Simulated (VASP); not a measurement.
Wanted: the native input for a VASP 6.6.1 run.

- Task: single point
- Functional: PBE
- Dispersion: D3(BJ)
- Potentials or basis: VASP PAW PBE potentials, release 64 (Ni)
- Cutoff: 520 eV
- k mesh: 21 × 21 × 10
- Occupations: gaussian, width 0.1 eV
- Spin: collinear spin, typed start
- Starting moments: [0.72, 0.72] μB
- Dipole correction: no
- Further INCAR settings: ALGO = Normal; EDIFF = 1e-06; NBANDS = 21

The structure of Ni lies in POSCAR:

```
Ni
1.0
    2.4570175795      0.0000000000      0.0000000000
   -1.2285087897      2.1278396414      0.0000000000
    0.0000000000      0.0000000000      4.0359110982
Ni
2
Direct
    0.3333333333      0.6666666667      0.2500000000
    0.6666666667      0.3333333333      0.7500000000
```

This isn't the form of Ni at room conditions, which is fcc.

One way to write it, as run:

INCAR

```
SYSTEM = Ni
  PREC = Accurate
  ENCUT = 520
  EDIFF = 1E-6
  ISMEAR = 0
  SIGMA = 0.1
  LREAL = .False.
  LASPH = .True.
  NELM = 150
  ALGO = Normal
  ISIF = 2
  LWAVE = .False.
  LCHARG = .False.
  ISPIN = 2
  MAGMOM = 0.72 0.72
  LORBIT = 11
  LMAXMIX = 4
  GGA = PE
  IVDW = 12
  NBANDS = 21
```

KPOINTS

```
regular mesh
0
Gamma
  21 21 10
  0 0 0
```

Potentials or basis: VASP PAW PBE potentials, release 64 (Ni).

The run is started by

```bash
$ cat potpaw_PBE.64/Ni/POTCAR > POTCAR
$ mpirun -np 1 vasp_std > vasp.out
```

It gave:

| Quantity | Value |
| --- | --- |
| Pressure | -0.3 GPa |
| Band gap on the k mesh | none (metal or under the smearing width) |
| Net moment | 1.25 μB per cell |
| Site moments | Ni +0.63 μB |
| Valence electrons inside the program's atomic spheres | Ni 9.37 |
| Dispersion energy per atom | -0.478 eV |

Caveat: pairwise dispersion overbinds metals, which lowers pressure and volume.

It took 4 min on 1 thread of Intel(R) Xeon(R) Platinum 8375C CPU @ 2.90GHz (Ice Lake) (shared host), peak memory 0.28 GiB.
